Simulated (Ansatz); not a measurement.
# The I–V curve of a Nb/BP/Nb junction, part 3 of 3

Wanted: I(V) for Nb/BP/Nb. Both electrodes are Nb bcc(001); the barrier is BP zinc blende(001) (P and B faces). In the first transport cell, after relaxation, the nearest pair of electrode and barrier is Nb–P at 2.55 Å, at a slant, at the lower face and Nb–B at 2.28 Å, at a slant, at the upper one. All share a net of side 3.31 Å, which strains the lower electrode by +0.0 % and the barrier by +2.9 %, against typed lattice constants near PBE's. The first steps treat the bulk electrodes alone.

Ansatz 0.2.0; PBE DFT, plane waves, PAW files (the session's first sound run).

So far. Step 3 (Relaxation): The largest force component on a free atom ends at 0.011 eV/Å. At one or more of this run's solves the program warned of density in the dipole ramp over its bound, where dipole, forces and levels can be off. Step 4 (The voltage sweep): All 5 points reached self-consistency. On every other mesh point the currents change by up to 10 %. The leads' potential repeats within 55 meV, on the large side, so longer leads could move the currents.

## (5) T(E) of the junction

This step: PBE DFT, plane waves, PAW files; ballistic transmission by layer matching between semi-infinite leads (Ansatz 0.2.0).

System of this step: Nb/BP/Nb. The cell holds 26 atoms: 22 Nb, 2 P and 2 B. Its edges and angles: a = 3.310 Å, b = 3.310 Å, c = 54.169 Å, α = 90.0°, β = 90.0°, γ = 90.0°. Regions: left electrode, 11 atoms (11 Nb); barrier, 4 atoms (2 P and 2 B); right electrode, 11 atoms (11 Nb). Vacuum lies along c.

The relaxed core is set between ideal electrode layers (this cell holds 4 atomic planes between the electrodes; where that differs from the relaxed slab, whole periods were copied in or cut out without a new relaxation), which the solver continues as semi-infinite leads. A wide energy window on a coarse mesh (10×10) shows where the Fermi level lies against the barrier's bands; the projected density of states shows how far the metals' states reach in.

The input, input.yaml:

```yaml
crystal:
  lattice:
    - [3.31, 0.0, 0.0]
    - [0.0, 3.31, 0.0]
    - [0.0, 0.0, 54.1686738413]
  atoms:
    - { symbol: Nb, position: [0.0, 0.0, 0.1292259807] }
    - { symbol: Nb, position: [0.5, 0.5, 0.1597786947] }
    - { symbol: Nb, position: [0.0, 0.0, 0.1903314087] }
    - { symbol: Nb, position: [0.5, 0.5, 0.2208841227] }
    - { symbol: Nb, position: [0.0, 0.0, 0.2514368367] }
    - { symbol: Nb, position: [0.5, 0.5, 0.2819895507] }
    - { symbol: Nb, position: [0.0, 0.0, 0.3125422647] }
    - { symbol: Nb, position: [0.5, 0.5, 0.3430949787] }
    - { symbol: Nb, position: [0.0, 0.0, 0.3736476927] }
    - { symbol: Nb, position: [0.5, 0.5, 0.4042004068] }
    - { symbol: Nb, position: [0.0, 0.0, 0.4360478707] }
    - { symbol: P, position: [0.5, 0.0, 0.471907252] }
    - { symbol: B, position: [0.5, 0.5, 0.4927356589] }
    - { symbol: P, position: [0.0, 0.5, 0.5133719006] }
    - { symbol: B, position: [0.0, 0.0, 0.5338137186] }
    - { symbol: Nb, position: [0.5, 0.0, 0.5626993632] }
    - { symbol: Nb, position: [0.0, 0.5, 0.5957995932] }
    - { symbol: Nb, position: [0.5, 0.0, 0.6263523073] }
    - { symbol: Nb, position: [0.0, 0.5, 0.6569050213] }
    - { symbol: Nb, position: [0.5, 0.0, 0.6874577353] }
    - { symbol: Nb, position: [0.0, 0.5, 0.7180104493] }
    - { symbol: Nb, position: [0.5, 0.0, 0.7485631633] }
    - { symbol: Nb, position: [0.0, 0.5, 0.7791158773] }
    - { symbol: Nb, position: [0.5, 0.0, 0.8096685913] }
    - { symbol: Nb, position: [0.0, 0.5, 0.8402213053] }
    - { symbol: Nb, position: [0.5, 0.0, 0.8707740193] }
kpoints:
  mp_grid: { grid: [8, 8, 1] }
scf:
  occupations: { method: fermi_dirac, width: 0.1 }
  max_iter: 150
hamiltonian:
  xc: pbe
output:
  transmission:
    kmesh: [10, 10]
    e_range: [-3, 3]
    de: 0.1
    leads: [[4, 5], [20, 21]]
  dos: { projected: true, e_range: [-6, 5], de: 0.05 }
  write_potential: true
  write_density: true
  volumetric_format: npy
```

On the command line:

```console
ansatz run input.yaml --threads 4 --pin off --max-ram 16384MiB --backend cpu --events-out ev --progress --plain --runs-dir out
```

Numbers of over 12 decimals in the logs are rounded to 6 here.

The log of the run:

```text
[...]
Crystal: 26 atoms, lattice volume = 593.477 Å³
Basis set: ecut = 420 eV, 11725 PW (Γ)
Bands: 182, of which v1, the nominal top of the filled ones, is band 151 counted from 1 (150 counted from 0)
Symmetry: 4 space group operations
[...]
k-points: 25 of 64
[...]
SCF iter   1: F=—  HF=-101970.755060 eV  |F-HF|=—  |Δ(HF+E_count)|=         —  Δρ=1.86e-2  dr2=2.75e2  ethr=1.77e-3  ⟨swp⟩=8.4  Hψ=20271  notcnv=0  defer=6
[...]
SCF iter  10: F=-101969.538223 eV  HF=-101969.538223 eV  |F-HF|=3.39e-8  |Δ(HF+E_count)|=   5.91e-9  Δρ=7.58e-7  dr2=3.75e-8  ethr=3.31e-11  ⟨swp⟩=1.2  Hψ=9406  notcnv=0
SCF 1 converged in 10 iterations: F = -101969.538223 eV  dr2 = 3.75e-8
[...]
transmission: 197 of 1908 steps passed
transmission: 385 of 1908 steps passed
[...]
transmission: 1908 of 1908 steps passed
[...]
SCF converged after 10 iterations
Free energy (F): -101969.538223 eV
[...]
Internal energy: -101968.527191 eV  (E = F + TS)
E sigma→0 (E₀):  -101969.032707 eV
Entropy (-TS):   -1.011032 eV (-38.886 meV/atom)
Fermi energy:    11.773769 eV
[...]
--- Band table (eV; the first three rows and the last of 25) ---
  k-point 0: bands = [... 147 lower, 12.1459, 12.1663, 12.1748, 12.1757, 12.2021, 12.2222, 12.2535, 12.3408, ... 27 higher]
  k-point 1: bands = [... 147 lower, 11.9905, 12.0352, 12.0522, 12.0709, 12.0767, 12.1264, 12.1990, 12.2623, ... 27 higher]
  k-point 2: bands = [... 147 lower, 11.7192, 11.7357, 11.7559, 11.8205, 11.8585, 11.9361, 12.0012, 12.1243, ... 27 higher]
  k-point 24: bands = [... 147 lower, 11.4740, 11.8521, 11.8656, 12.0966, 12.1472, 12.5814, 12.5922, 12.8422, ... 27 higher]
--- Transmission ---
  basis      : 97 plane waves across, 53 finite elements along
  points     : 36, standing for a mesh of 10 x 10
  energies   : 61 from -3.000000 to 3.000000 eV about the Fermi level, 0.100000 eV apart; the leads are filled to 0.000000 eV, and channels, transmission and decay are at 0.000000 eV
  crystal 0  : Nb1, at the sites [4, 5], period 1.6550 Å, over 16.55 Å; its Hamiltonian steps by up to 28.6 meV: too much for a lead, lay more layers or, if its atoms are ordered, name the step of that order
    offset         : up to 0.0000 Å between an atom of the period and one for which it stands
    channels       : 2.670000e0 a spin
    conductance    : none, the energies end too early or step too widely for 300 K: set another output.transmission.e_range or a lower de, or, where they end at an eighth of basis.ecutwfc, a higher one
[...]
channels       : 2.670000e0 a spin
[...]
junction   : crystal 0 to crystal 1, 15.15 to 38.76 Å
    transmission   : 3.066055e-1 a spin
[...]
```

It took 5.3 min on 4 threads of Intel Xeon Platinum 8259CL at 2.50GHz (Skylake/Cascade Lake), shared host; peak memory 4.2 GiB; 20 min of CPU time.

This step gave:

| Item | Value |
| --- | --- |
| free energy | -101969.5382 eV |
| Fermi energy | 11.77 eV |
| level to which the leads are filled | 0 eV from the Fermi level |
| transmission at the Fermi level (a spin, zone mean) | 0.3066 |
| channels of the lower lead | 2.67 |
| channels of the upper lead | 2.67 |
| potential step in the lower lead | 28.6 meV |
| potential step in the upper lead | 9.7 meV |

One spin. The transmission, zone mean by energy, zero at the Fermi level:

| energy (eV) | transmission, zone mean |
| --- | --- |
| -3.00 | 0.419 |
| -2.80 | 0.463 |
| -2.70 | 0.431 |
| -2.50 | 0.379 |
| -2.40 | 0.326 |
| -2.30 | 0.403 |
| -2.20 | 0.340 |
| -2.00 | 0.240 |
| -1.90 | 0.196 |
| -1.70 | 0.135 |
| -1.50 | 0.363 |
| -1.40 | 0.309 |
| -1.20 | 0.409 |
| -1.10 | 0.359 |
| -0.90 | 0.304 |
| -0.70 | 0.311 |
| -0.60 | 0.380 |
| -0.40 | 0.353 |
| -0.20 | 0.408 |
| -0.10 | 0.422 |
| 0.00 | 0.307 |
| 0.10 | 0.291 |
| 0.20 | 0.224 |
| 0.40 | 0.200 |
| 0.60 | 0.116 |
| 0.70 | 0.111 |
| 0.90 | 0.199 |
| 1.10 | 0.186 |
| 1.20 | 0.208 |
| 1.40 | 0.180 |
| 1.50 | 0.173 |
| 1.70 | 0.199 |
| 1.90 | 0.197 |
| 2.00 | 0.181 |
| 2.20 | 0.180 |
| 2.40 | 0.227 |
| 2.50 | 0.222 |
| 2.70 | 0.210 |
| 2.80 | 0.215 |
| 3.00 | 0.279 |

One spin. The open channels, zone mean by energy, zero at the Fermi level:

```csv
energy (eV),lower lead,upper lead
-3.00,1.57,1.57
-2.80,2.01,2.01
-2.60,2.01,2.01
-2.40,1.65,1.65
-2.20,1.65,1.59
-2.00,1.03,1.03
-1.80,0.75,0.75
-1.60,1.21,1.37
-1.30,2.37,2.45
-1.10,2.01,2.01
-0.90,1.95,1.95
-0.70,1.95,2.03
-0.50,2.11,2.11
-0.30,3.19,3.19
-0.10,3.19,3.19
0.00,2.67,2.67
0.10,2.39,2.39
0.30,1.99,1.99
0.50,1.5,1.5
0.70,1.34,1.34
0.90,1.3,1.3
1.10,1.18,1.18
1.30,1.38,1.38
1.60,1.34,1.34
1.80,1.9,1.9
2.00,1.82,1.82
2.20,2.34,2.34
2.40,2.56,2.72
2.60,2.72,2.72
2.80,2.52,2.52
3.00,2.48,2.48
```

Transmission over k1 and k2. At 0.0000 eV from the Fermi level.

Values, 10 rows by 10 columns:
```
0.02 0.17 0.01 0.21 0.41 0.27 0.41 0.21 0.01 0.17
0.57 0.09 0.27 0.07 0.40 1.11 0.40 0.07 0.27 0.09
0.50 0.79 0.32 0.42 0.27 0.71 0.27 0.42 0.32 0.79
0.02 0.30 0.66 0.06 0.27 0.22 0.27 0.06 0.66 0.30
0.10 0.39 0.30 0.32 0.06 0.14 0.06 0.32 0.30 0.39
0.02 0.30 0.66 0.06 0.27 0.22 0.27 0.06 0.66 0.30
0.50 0.79 0.32 0.42 0.27 0.71 0.27 0.42 0.32 0.79
0.57 0.09 0.27 0.07 0.40 1.11 0.40 0.07 0.27 0.09
0.02 0.17 0.01 0.21 0.41 0.27 0.41 0.21 0.01 0.17
0.00 0.20 0.51 0.26 0.27 0.16 0.27 0.26 0.51 0.20
```
Columns: k1 (b1) from -0.5 to 0.4; rows upwards: k2 (b2) from -0.5 to 0.4.

Open channels of the lower lead over k1 and k2. At 0.0000 eV from the Fermi level.

Values, 10 rows by 10 columns:
```
2.00 2.00 1.00 3.00 4.00 4.00 4.00 3.00 1.00 2.00
4.00 1.00 1.00 1.00 4.00 5.00 4.00 1.00 1.00 1.00
2.00 3.00 1.00 1.00 2.00 3.00 2.00 1.00 1.00 3.00
4.00 4.00 4.00 2.00 3.00 3.00 3.00 2.00 4.00 4.00
4.00 4.00 5.00 3.00 3.00 1.00 3.00 3.00 5.00 4.00
4.00 4.00 4.00 2.00 3.00 3.00 3.00 2.00 4.00 4.00
2.00 3.00 1.00 1.00 2.00 3.00 2.00 1.00 1.00 3.00
4.00 1.00 1.00 1.00 4.00 5.00 4.00 1.00 1.00 1.00
2.00 2.00 1.00 3.00 4.00 4.00 4.00 3.00 1.00 2.00
2.00 2.00 4.00 2.00 4.00 4.00 4.00 2.00 4.00 2.00
```
Columns: k1 (b1) from -0.5 to 0.4; rows upwards: k2 (b2) from -0.5 to 0.4.

Projected DOS an atom over height of the atomic layer and energy from the Fermi level. Layers: Nb Nb Nb Nb Nb Nb Nb Nb Nb Nb Nb P B P B Nb Nb Nb Nb Nb Nb Nb Nb Nb Nb Nb; projections on atoms miss part of the total, and the computed bands can run out at the top of the range; a column is the mean of 2 neighbouring layers, the last of those left over.

Values in states/eV, 22 rows by 13 columns, each cell a mean:
```
1.48 0.76 0.83 0.74 0.85 0.51 0.10 0.52 0.90 0.78 0.87 0.79 1.51
0.94 0.56 0.57 0.58 0.56 0.42 0.10 0.47 0.53 0.55 0.55 0.54 0.93
0.96 0.38 0.35 0.31 0.41 0.53 0.15 0.67 0.44 0.32 0.37 0.40 0.97
1.13 0.52 0.47 0.48 0.56 0.88 0.15 0.98 0.62 0.49 0.45 0.51 1.11
1.93 0.79 0.73 0.78 0.79 0.84 0.17 1.08 0.96 0.80 0.73 0.78 1.94
1.45 1.14 1.26 1.35 1.13 0.74 0.15 0.83 1.16 1.28 1.24 1.15 1.48
1.54 1.71 1.97 1.89 1.54 0.93 0.17 0.89 1.53 1.88 1.97 1.70 1.50
1.41 1.26 1.20 1.10 1.32 0.90 0.19 0.92 1.35 1.15 1.22 1.27 1.44
1.50 1.48 1.48 1.54 1.69 1.24 0.25 1.27 1.66 1.51 1.45 1.46 1.47
1.55 1.90 1.96 1.90 1.93 1.05 0.24 0.99 1.74 1.93 1.97 1.91 1.55
1.50 0.75 0.69 0.70 1.06 0.80 0.24 0.75 0.94 0.68 0.71 0.73 1.49
1.27 0.98 0.82 0.93 0.97 0.69 0.29 0.77 1.04 0.93 0.79 0.99 1.26
1.51 1.45 1.66 1.54 1.35 0.71 0.44 0.81 1.40 1.56 1.70 1.44 1.53
1.20 1.23 1.06 1.18 1.21 0.74 0.51 0.62 1.27 1.13 1.04 1.22 1.17
0.79 1.22 1.13 1.13 0.96 0.93 0.56 0.56 1.04 1.17 1.13 1.23 0.80
0.35 0.51 0.48 0.48 0.46 0.68 0.44 0.42 0.43 0.48 0.50 0.52 0.36
0.16 0.16 0.16 0.15 0.19 0.33 0.39 0.24 0.18 0.16 0.16 0.17 0.16
0.13 0.14 0.14 0.13 0.15 0.43 0.50 0.27 0.13 0.13 0.14 0.13 0.12
0.08 0.10 0.09 0.09 0.09 0.40 0.60 0.34 0.11 0.09 0.09 0.09 0.08
0.05 0.07 0.04 0.06 0.07 0.09 0.23 0.11 0.07 0.06 0.04 0.07 0.05
0.02 0.06 0.07 0.06 0.04 0.09 0.17 0.07 0.04 0.06 0.07 0.06 0.02
0.00 0.01 0.01 0.01 0.01 0.08 0.23 0.08 0.01 0.01 0.01 0.01 0.00
```
Columns: height of the atomic layer (Å) from 7.83 to 46.3 (not evenly spaced); rows upwards: energy from the Fermi level (eV) from -6 to 2.05.

At the Fermi level the transmission is 0.31, as a zone mean for one spin on this coarse mesh. At the Fermi level the layers of this cell's barrier hold from 0.15 to 0.32 states an eV and atom: none is empty there, through tails of the electrodes' states or through bands of its own. In the worse lead the potential repeats within 29 meV, which the program flags as too much for a lead, so G carries that doubt.

## (6) A repeat with changed settings

This step: PBE DFT, plane waves, PAW files; current against voltage, self-consistent between two reservoirs; changed: output.current_voltage.kmesh = [12, 12] (Ansatz 0.2.0).

System of this step: Nb/BP/Nb. The cell holds 30 atoms: 26 Nb, 2 P and 2 B. Cell: a = 3.310 Å, b = 3.310 Å, c = 60.789 Å, α = 90.0°, β = 90.0°, γ = 90.0°. Regions: left electrode, 13 atoms (13 Nb); barrier, 4 atoms (2 P and 2 B); right electrode, 13 atoms (13 Nb). Vacuum lies along c.

It is meant to test whether the mesh across the current is converged. Where the input is shown as a difference, that is against the step before, not the twin.

The input, input.yaml:

```yaml
crystal:
  lattice:
    - [3.31, 0.0, 0.0]
    - [0.0, 3.31, 0.0]
    - [0.0, 0.0, 60.7886738413]
  atoms:
    - { symbol: Nb, position: [0.0, 0.0, 0.1151530303] }
    - { symbol: Nb, position: [0.5, 0.5, 0.1423784967] }
    - { symbol: Nb, position: [0.0, 0.0, 0.1696039632] }
    - { symbol: Nb, position: [0.5, 0.5, 0.1968294296] }
    - { symbol: Nb, position: [0.0, 0.0, 0.2240548961] }
    - { symbol: Nb, position: [0.5, 0.5, 0.2512803625] }
    - { symbol: Nb, position: [0.0, 0.0, 0.278505829] }
    - { symbol: Nb, position: [0.5, 0.5, 0.3057312954] }
    - { symbol: Nb, position: [0.0, 0.0, 0.3329567619] }
    - { symbol: Nb, position: [0.5, 0.5, 0.3601822283] }
    - { symbol: Nb, position: [0.0, 0.0, 0.3874076948] }
    - { symbol: Nb, position: [0.5, 0.5, 0.4146331612] }
    - { symbol: Nb, position: [0.0, 0.0, 0.4430123769] }
    - { symbol: P, position: [0.5, 0.0, 0.4749666047] }
    - { symbol: B, position: [0.5, 0.5, 0.4935267592] }
    - { symbol: P, position: [0.0, 0.5, 0.5119156756] }
    - { symbol: B, position: [0.0, 0.0, 0.5301313416] }
    - { symbol: Nb, position: [0.5, 0.0, 0.5558712855] }
    - { symbol: Nb, position: [0.0, 0.5, 0.5853668388] }
    - { symbol: Nb, position: [0.5, 0.0, 0.6125923052] }
    - { symbol: Nb, position: [0.0, 0.5, 0.6398177717] }
    - { symbol: Nb, position: [0.5, 0.0, 0.6670432381] }
    - { symbol: Nb, position: [0.0, 0.5, 0.6942687046] }
    - { symbol: Nb, position: [0.5, 0.0, 0.721494171] }
    - { symbol: Nb, position: [0.0, 0.5, 0.7487196375] }
    - { symbol: Nb, position: [0.5, 0.0, 0.7759451039] }
    - { symbol: Nb, position: [0.0, 0.5, 0.8031705704] }
    - { symbol: Nb, position: [0.5, 0.0, 0.8303960368] }
    - { symbol: Nb, position: [0.0, 0.5, 0.8576215033] }
    - { symbol: Nb, position: [0.5, 0.0, 0.8848469697] }
kpoints:
  mp_grid: { grid: [8, 8, 1] }
scf:
  occupations: { method: fermi_dirac, width: 0.1 }
  max_iter: 150
hamiltonian:
  xc: pbe
output:
  current_voltage:
    bias: [0.3, 0.5, 0.6, 1.5]
    kmesh: [12, 12]
    leads: [[5, 6], [23, 24]]
    electrode_ends: [12, 17]
  write_potential: true
  write_density: true
  volumetric_format: npy
```

The log of the run:

```text
Engine: ansatz 0.2.0, x86_64-unknown-linux-gnu
Pseudopotentials: kind: paw
Pseudopotential: Nb, paw, valence charge 13, recommended cutoff 420 eV (normal), Nb.paw.azcp
Pseudopotential: P, paw, valence charge 5, recommended cutoff 420 eV (normal), P.paw.azcp
Pseudopotential: B, paw, valence charge 3, recommended cutoff 420 eV (normal), B.paw.azcp
Functional definition: PBE
  parameter kappa = 0.804
  parameter beta = 0.066725
  exchange = pbe_x(kappa = kappa, mu = beta*pi^2/3)
  correlation = pbe_c(beta = beta)
Crystal: 30 atoms, lattice volume = 666.007 Å³
Basis set: ecut = 420 eV, 13155 PW (Γ)
Bands: 213, of which v1, the nominal top of the filled ones, is band 177 counted from 1 (176 counted from 0)
Symmetry: 4 space group operations
Space group: Pmm2 (ITA 25), of the structure as read, at distance tolerance 8.7e-5 Å
k-points: 25 of 64
Non-local potential: Nb, projectors of the file, l = 0: 3, l = 1: 2, l = 2: 2, l = 3: 1
Non-local potential: P, projectors of the file, l = 0: 2, l = 1: 2, l = 2: 2
Non-local potential: B, projectors of the file, l = 0: 2, l = 1: 2, l = 2: 1
PAW form: soft (Blöchl's): semilocal exchange-correlation on the pseudo side does not see the compensation charge
PAW one-centre angular grid: Nb, 590 points (default); XC on 64 Gauss nodes
PAW one-centre angular grid: P, 110 points (default); XC on 64 Gauss nodes
PAW one-centre angular grid: B, 110 points (default); XC on 64 Gauss nodes
Initial density: superposition of atomic densities (neutral atoms: chi_scale 0, normalization atom), corrected by the library's trained network
Initial wavefunctions: pseudopotential atomic-orbital guess
Functional: x = pbe(κ = 0.804, μ = 0.219515), c = pbe(β = 0.066725)
SCF iter   1: F=—  HF=-120180.170648 eV  |F-HF|=—  |Δ(HF+E_count)|=         —  Δρ=1.89e-2  dr2=4.18e2  ethr=1.77e-3  ⟨swp⟩=8.5  Hψ=24098  notcnv=0  defer=5
preconditioner: auto → LDOS  [metal: Δε(μ)=0.001 eV  Ē_g=3.820 eV  σ=0.100 eV  W_gap=0.00  n_scr=170 (ndim 8)  ℏωp=17.4 eV  f_vac=0.178  D(μ)=31.69/eV (n_scr^D=320)  β→1.0]
SCF iter   2: F=—  HF=-120178.884447 eV  |F-HF|=—  |Δ(HF+E_count)|=    1.29e0  Δρ=7.42e-3  dr2=2.97e1  ethr=1.77e-3  ⟨swp⟩=3.4  Hψ=7513  notcnv=0  defer=19
SCF iter   3: F=—  HF=-120178.769081 eV  |F-HF|=—  |Δ(HF+E_count)|=   1.15e-1  Δρ=2.01e-3  dr2=2.46e0  ethr=1.77e-3  ⟨swp⟩=2.2  Hψ=5549  notcnv=0  defer=19
SCF iter   4: F=—  HF=-120178.763332 eV  |F-HF|=—  |Δ(HF+E_count)|=   5.75e-3  Δρ=3.59e-4  dr2=8.74e-3  ethr=6.95e-4  ⟨swp⟩=1.2  Hψ=5598  notcnv=0  defer=28
SCF iter   5: F=—  HF=-120178.762785 eV  |F-HF|=—  |Δ(HF+E_count)|=   5.47e-4  Δρ=1.36e-4  dr2=3.12e-3  ethr=2.47e-6  ⟨swp⟩=2.1  Hψ=7175  notcnv=0  defer=28
SCF iter   6: F=—  HF=-120178.762786 eV  |F-HF|=—  |Δ(HF+E_count)|=   1.74e-6  Δρ=4.54e-5  dr2=3.82e-4  ethr=8.83e-7  ⟨swp⟩=1.4  Hψ=5380  notcnv=0  defer=28
SCF iter   7: F=—  HF=-120178.762782 eV  |F-HF|=—  |Δ(HF+E_count)|=   4.44e-6  Δρ=1.70e-5  dr2=1.18e-5  ethr=1.08e-7  ⟨swp⟩=2.0  Hψ=6121  notcnv=0  defer=28
SCF iter   8: F=—  HF=-120178.763996 eV  |F-HF|=—  |Δ(HF+E_count)|=   1.21e-3  Δρ=4.79e-6  dr2=7.18e-7  ethr=3.34e-9  ⟨swp⟩=2.6  Hψ=7665  notcnv=0  defer=21
SCF iter   9: F=—  HF=-120178.763996 eV  |F-HF|=—  |Δ(HF+E_count)|=   6.30e-8  Δρ=2.03e-6  dr2=4.63e-7  ethr=2.82e-11  ⟨swp⟩=15.2  Hψ=17757  notcnv=0
SCF iter  10: F=-120178.763996 eV  HF=-120178.763996 eV  |F-HF|=3.26e-8  |Δ(HF+E_count)|=   3.65e-9  Δρ=5.49e-7  dr2=3.60e-8  ethr=2.82e-11  ⟨swp⟩=1.0  Hψ=11050  notcnv=0
SCF 1 converged in 10 iterations: F = -120178.763996 eV  dr2 = 3.60e-8
[...]
bias +0 V, iteration  1: dr2 8.05e-1 eV, mean Fermi level 12.4271 eV
bias +0 V, iteration  2: dr2 9.59e-3 eV, mean Fermi level 12.4262 eV
bias +0 V, iteration  3: dr2 7.05e-4 eV, mean Fermi level 12.4264 eV
bias +0 V, iteration  4: dr2 6.28e-5 eV, mean Fermi level 12.4270 eV
bias +0 V, iteration  5: dr2 3.57e-6 eV, mean Fermi level 12.4272 eV
bias +0 V, iteration  6: dr2 6.13e-7 eV, mean Fermi level 12.4273 eV
bias +0 V, iteration  7: dr2 3.03e-8 eV, mean Fermi level 12.4273 eV
bias +0.3 V, iteration  1: dr2 3.52e2 eV, mean Fermi level 12.4370 eV
[...]
bias +1.5 V, iteration  9: dr2 1.17e-5 eV, mean Fermi level 12.4258 eV
bias +1.5 V, iteration 10: dr2 1.26e-6 eV, mean Fermi level 12.4258 eV
bias +1.5 V, iteration 11: dr2 1.49e-7 eV, mean Fermi level 12.4258 eV
bias +1.5 V, iteration 12: dr2 6.78e-8 eV, mean Fermi level 12.4258 eV
transmission: 206 of 2058 steps passed
transmission: 416 of 2058 steps passed
[...]
transmission: 1854 of 2058 steps passed
```

Run time: 36 min. Hardware: 4 threads; peak memory 7.6 GiB.

The run was cut off at the time limit after its SCF loop had closed; no result of it is taken.

## (7) Results

```json
{"conductance at zero bias": "2.4e14 S/m²", "current density at +0.3 V": "7.1e13 A/m²", "current density at +0.5 V": "1.0e14 A/m²", "current density at +0.6 V": "1.1e14 A/m²", "current density at +1.5 V": "2.1e14 A/m²"}
```

In words: At 1.5 V the junction carries 2.1e14 A/m². Against the linear law (zero-bias conductance times bias) the currents are 0.99 (+0.3 V), 0.87 (+0.5 V), 0.79 (+0.6 V) and 0.60 (+1.5 V) times as large. At the Fermi level the layers of the barrier in the wide-window run (4 planes) hold from 0.15 to 0.32 states an eV and atom: none is empty there, through tails of the electrodes' states or through bands of its own. On every other mesh point the current differs by up to 10 %, and the leads' misfit reaches 55 meV; ratios near 1 within such errors aren't resolved. Between 87 and 90 % of the bias drops across the junction. No spin-orbit coupling, phonons, disorder or image charges enter; the interfaces are ordered, one cell wide and lattice-matched by strain. Semilocal gaps are too small, which can bring a band edge of the barrier nearer to the Fermi level than it is.

[Logs are printed without paths, hosts, clocks, repeated set-up lines and the standing remarks that a program may print on its own settings, such as how far it seeks lower states.]

[Hosts, paths, dates, database ids (printed as entryN), source tags and the programs' standing remarks are cut or masked in the printed files.]
